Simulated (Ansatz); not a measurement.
# SnSe: response to strain

Aim: deform SnSe (equal xy, yz and zx engineering shear strains of +1 %) and compute stress, forces and field gradients with LAPW, PAW and all-electron datasets made for the crystal.

Program: Ansatz 0.2.0. Level of theory: DFT PBEsol, scalar-relativistic. These are calculated values, not measurements.

## (1) The system as given

Symmetry: Fm-3m, No. 225, cubic system. The conventional cell has a = 6.020 Å, b = 6.020 Å, c = 6.020 Å, α = 90.00°, β = 90.00°, γ = 90.00°. Around Sn (site symmetry m-3m) lie 6 Se at 3.01 Å. Se (site symmetry m-3m) has 6 Sn at 3.01 Å as nearest neighbours.

Coordinates:

```cif
data_structure
_symmetry_space_group_name_H-M 'Fm-3m'
_symmetry_Int_Tables_number 225
_cell_length_a 6.0200
_cell_length_b 6.0200
_cell_length_c 6.0200
_cell_angle_alpha 90.000
_cell_angle_beta 90.000
_cell_angle_gamma 90.000
_cell_volume 218.17
loop_
_atom_site_label
_atom_site_type_symbol
_atom_site_symmetry_multiplicity
_atom_site_Wyckoff_symbol
_atom_site_fract_x
_atom_site_fract_y
_atom_site_fract_z
_atom_site_occupancy
Sn1 Sn 4 a 0.00000 0.00000 0.00000 1
Se1 Se 4 b 0.50000 0.00000 0.00000 1
```

The file gives the conventional cell by its symmetry; the runs use the cell typed in the input.

Atoms are numbered in the order of the input: Sn1, Se2.

## (2) The deformed structure

Space group Fm-3m before, R-3m after.

## (3) LAPW, all electrons

Input file input.yaml:

```yaml
crystal:
  lattice:
    - [0.0301, 3.02505, 3.02505]
    - [3.02505, 0.0301, 3.02505]
    - [3.02505, 3.02505, 0.0301]
  atoms:
    - { symbol: Sn, position: [0.0, 0.0, 0.0] }
    - { symbol: Se, position: [0.5, 0.5, 0.5] }
kpoints:
  mp_grid: { grid: [7, 7, 7] }
  band_path:
    path:
      - [0.0, 0.0, 0.0]
      - [0.5, 0.5, 0.5]
      - [0.247543133, 0.5, 0.752456867]
      - [-0.247543133, 0.247543133, 0.5]
      - [0.0, 0.0, 0.5]
      - [0.0, 0.0, 0.0]
      - [-0.3737715665, 0.0, 0.3737715665]
      - [0.0, 0.3737715665, 0.6262284335]
      - [0.0, 0.5, 0.5]
    npoints: 5
scf:
  occupations: { method: fermi_dirac, width: 0.01 }
hamiltonian:
  xc: pbesol
  pseudopotentials: { kind: all_electron, lapw: { basis_error: 0.0005 } }
output:
  forces: true
  stress: true
  eigenvalues: true
```

The run is started by

```console
$ ansatz run input.yaml --threads 1 --pin off --max-ram 3072MiB --backend cpu --events-out ev --progress --plain --runs-dir out
```

The program printed, cut to the lines that bear on the results:

```text
LAPW: plane waves up to 7.370 Å⁻¹, error target 5.0e-4 eV per atom; small_component_spin mean_spin; Se in spheres of 1.437 Å, 24 of its electrons in bands, Dirac shells []; Sn in spheres of 1.573 Å, 22 of its electrons in bands, Dirac shells []
[...]
Pseudopotentials: kind: all_electron
Pseudopotential: Sn, LAPW, valence charge 22, Koelling and Harmon's equation, gaussian nucleus
Pseudopotential: Se, LAPW, valence charge 24, Koelling and Harmon's equation, gaussian nucleus
Functional definition: PBEsol
[...]
Crystal: 2 atoms, lattice volume = 54.538 Å³
Basis set: ecut = 206.91862585789772 eV, 339 PW (Γ), FFT grids on a1−a3, a2−a3, a3, exchange–correlation at level 2
Bands: 28, of which v1, the nominal top of the filled ones, is band 23 counted from 1 (22 counted from 0)
Symmetry: 12 space group operations
Space group: R-3m (ITA 166), of the structure as read, at distance tolerance 3.8e-5 Å
k-points: 44 of 343
[...]
SCF iter   1: F=—  HF=-234096.872406 eV  |F-HF|=—  |Δ(HF+E_count)|=         —  Δρ=2.02e-2  dr2=5.03e-1  ethr=1.09e-3  ⟨swp⟩=2.1  Hψ=7772  notcnv=0
[...]
SCF iter   7: F=-234096.701452 eV  HF=-234096.701452 eV  |F-HF|=4.13e-9  |Δ(HF+E_count)|=   3.27e-7  Δρ=4.17e-6  dr2=1.50e-8  ethr=1.67e-10  ⟨swp⟩=2.9  Hψ=3735  notcnv=0
[...]
NSCF: frozen V_eff on 41 k-points
SCF converged after 7 iterations
Free energy (F): -234096.701452 eV
[...]
E sigma→0 (E₀):  -234096.701452 eV
Fermi energy:    10.909575 eV
[...]
--- Forces (eV/Å), atoms counted from 1 ---
  atom   1  Sn    -0.00000000     0.00000000     0.00000000
  atom   2  Se    -0.00000000     0.00000000     0.00000000
[...]
--- Stress (GPa, compression-positive) ---
       -1.892912      -0.191473      -0.191473
       -0.191473      -1.892912      -0.191473
       -0.191473      -0.191473      -1.892912
  P = ⅓ Tr σ = -1.8929 GPa (-18.929 kbar)
--- Band table (eV; the first three rows and the last of 44) ---
[...]
```

It took 16 s on 1 thread of Arm Neoverse V2, shared host; peak memory 0.34 GiB.

In short: pressure -1.89 GPa; gap 0.31 eV, indirect from T to H0–L.

## (4) PAW on the default files

Input file input.yaml:

```yaml
crystal:
  lattice:
    - [0.0301, 3.02505, 3.02505]
    - [3.02505, 0.0301, 3.02505]
    - [3.02505, 3.02505, 0.0301]
  atoms:
    - { symbol: Sn, position: [0.0, 0.0, 0.0] }
    - { symbol: Se, position: [0.5, 0.5, 0.5] }
kpoints:
  mp_grid: { grid: [7, 7, 7] }
scf:
  occupations: { method: fermi_dirac, width: 0.01 }
hamiltonian:
  xc: pbesol
  pseudopotentials: { kind: paw }
output:
  forces: true
  stress: true
  eigenvalues: true
  efg: { contact_densities: true }
```

The run is started by

```console
$ ansatz run input.yaml --threads 1 --pin off --max-ram 3072MiB --backend cpu --events-out ev --progress --plain --runs-dir out
```

The program printed, cut to the lines that bear on the results:

```text
Sn: output.efg is read without spin–orbit coupling, which moves field gradients at and beside such atoms by some per cent and up to a factor of two; PAW files take it under magnetization.noncollinear and magnetization.spin_orbit
[...]
Pseudopotentials: kind: paw
Pseudopotential: Sn, paw, valence charge 14, recommended cutoff 420 eV (normal)
Pseudopotential: Se, paw, valence charge 16, recommended cutoff 420 eV (normal)
[... 1 set-up line as earlier in the session ...]
[...]
Crystal: 2 atoms, lattice volume = 54.538 Å³
Basis set: ecut = 420 eV, 1067 PW (Γ), exchange–correlation on 60×60×60 points (8 copies of the dense FFT grid, shifted against one another)
Bands: 19, of which v1, the nominal top of the filled ones, is band 15 counted from 1 (14 counted from 0)
[... 2 set-up lines as earlier in the session ...]
k-points: 44 of 343
[...]
  atom   1  Sn    -0.00000000     0.00000000     0.00000000
  atom   2  Se     0.00000000     0.00000000    -0.00000000
[...]
--- Stress (GPa, compression-positive) ---
       -1.893776      -0.191476      -0.191476
       -0.191476      -1.893776      -0.191476
       -0.191476      -0.191476      -1.893776
  P = ⅓ Tr σ = -1.8938 GPa (-18.938 kbar)
--- PAW observables at the nuclei: V_zz in 10²¹ V/m², potentials from the cell's mean, atoms counted from 1 ---
  atom   1  Sn V_zz =    -0.027881   η = 0.0000   by run symmetry: allowed
            electrostatic potential = -8171.246414 V   contact ρ = 1234698.353781 e/Å³
  atom   2  Se V_zz =    +0.683580   η = 0.0000   by run symmetry: allowed
            electrostatic potential = -4711.210551 V   contact ρ = 262406.816454 e/Å³
--- Band table (eV; the first three rows and the last of 44) ---
  k-point 0: bands = ["-38.7934", "-38.7934", "-38.7929", "-38.7899", "-38.7899", "-12.5837", "-12.5837", "-12.5822", "-12.5813", "-12.5813", "-4.9482", "3.8177", "6.6660", "6.7934", "6.7934", "13.2097", "13.2097", "13.2377", "14.6095"]
[...]
```

Wall time 4.4 s (1 thread of Arm Neoverse V2, shared host); peak memory 0.4 GiB.

In short: pressure -1.89 GPa; gap on the k mesh 0.64 eV (an odd mesh misses the zone boundary); Vzz Sn1 -0.03 (η = 0.00), Se2 0.68 (η = 0.00) (10²¹ V/m²).

## (5) All-electron PAW on datasets made for the crystal

Edit input.yaml of step 4 so:

```diff
@@ -14,3 +14,3 @@
   xc: pbesol
-  pseudopotentials: { kind: paw }
+  pseudopotentials: { kind: all_electron, datasets: crystal }
 output:
```

The run is started by

```console
$ ansatz run input.yaml --threads 1 --pin off --max-ram 3072MiB --backend cpu --events-out ev --progress --plain --runs-dir out
```

The program printed, cut to the lines that bear on the results:

```text
[...]
Sn: output.efg is read without spin–orbit coupling, which moves field gradients at and beside such atoms by some per cent and up to a factor of two; PAW files take it under magnetization.noncollinear and magnetization.spin_orbit
[...]
[... 1 set-up line as earlier in the session ...]
Pseudopotential: Sn, paw, valence charge 14, recommended cutoff 240 eV (normal), Koelling and Harmon's equation, gaussian nucleus
Pseudopotential: Se, paw, valence charge 6, recommended cutoff 240 eV (normal), Koelling and Harmon's equation, gaussian nucleus
[... 1 set-up line as earlier in the session ...]
[...]
Crystal: 2 atoms, lattice volume = 54.538 Å³
Basis set: ecut = 240 eV, 459 PW (Γ), exchange–correlation on 48×48×48 points (8 copies of the dense FFT grid, shifted against one another)
Bands: 14, of which v1, the nominal top of the filled ones, is band 10 counted from 1 (9 counted from 0)
[... 1 set-up line as earlier in the session ...]
[...]
--- Forces (eV/Å), atoms counted from 1 ---
  atom   1  Sn    -0.00000000     0.00000000     0.00000000
  atom   2  Se     0.00000000     0.00000000     0.00000000
[...]
--- Stress (GPa, compression-positive) ---
       -1.893960      -0.191475      -0.191475
       -0.191475      -1.893960      -0.191475
       -0.191475      -0.191475      -1.893960
  P = ⅓ Tr σ = -1.8940 GPa (-18.940 kbar)
--- PAW observables at the nuclei: V_zz in 10²¹ V/m², potentials from the cell's mean, atoms counted from 1 ---
  atom   1  Sn V_zz =    -0.043080   η = 0.0000   by run symmetry: allowed
            electrostatic potential = -8169.310914 V   contact ρ = 1234598.123429 e/Å³
  atom   2  Se V_zz =    +0.688120   η = 0.0000   by run symmetry: allowed
            electrostatic potential = -4709.572107 V   contact ρ = 262474.787932 e/Å³
--- Band table (eV; the first three rows and the last of 44) ---
  k-point 0: bands = ["-10.8555", "-10.8555", "-10.8541", "-10.8533", "-10.8533", "-3.2219", "5.5453", "8.3924", "8.5197", "8.5197", "14.9367", "14.9367"]
[...]
```

Run time: 4.8 s. Hardware: 1 thread of Arm Neoverse V2, shared host; peak memory 0.39 GiB.

This run gives: pressure -1.89 GPa; gap on the k mesh 0.64 eV (an odd mesh misses the zone boundary); Vzz Sn1 -0.04 (η = 0.00), Se2 0.69 (η = 0.00) (10²¹ V/m²).

## (6) Stress and forces compared

Stress (GPa, compression positive):

| method | xx | yy | zz | yz | xz | xy |
| --- | --- | --- | --- | --- | --- | --- |
| LAPW | -1.89 | -1.89 | -1.89 | -0.19 | -0.19 | -0.19 |
| PAW | -1.89 | -1.89 | -1.89 | -0.19 | -0.19 | -0.19 |
| crystal datasets | -1.89 | -1.89 | -1.89 | -0.19 | -0.19 | -0.19 |

| method | pressure (GPa) | gap on the k mesh (eV) | Vzz Sn1 (10²¹ V/m²) | Vzz Se2 (10²¹ V/m²) | SCF cycles, all passes |
| --- | --- | --- | --- | --- | --- |
| LAPW | -1.89 | 0.64 | – | – | 7 |
| PAW | -1.89 | 0.64 | -0.03 | 0.68 | 6 |
| crystal datasets | -1.89 | 0.64 | -0.04 | 0.69 | 8 |

## (7) Outcome

| quantity | value |
| --- | --- |
| pressure | LAPW -1.89, PAW -1.89, crystal datasets -1.89 GPa |
| largest shear or deviatoric stress (LAPW) | 0.19 GPa |

What this shows: The largest part of the stress beyond the pressure is 0.19 GPa in size; the atoms are carried along and not relaxed. No run of the undeformed cell stands beside it, so the pressure holds what the given cell had before the change. PAW: stress within 0.01 GPa of LAPW. Crystal datasets: stress within 0.01 GPa of LAPW.
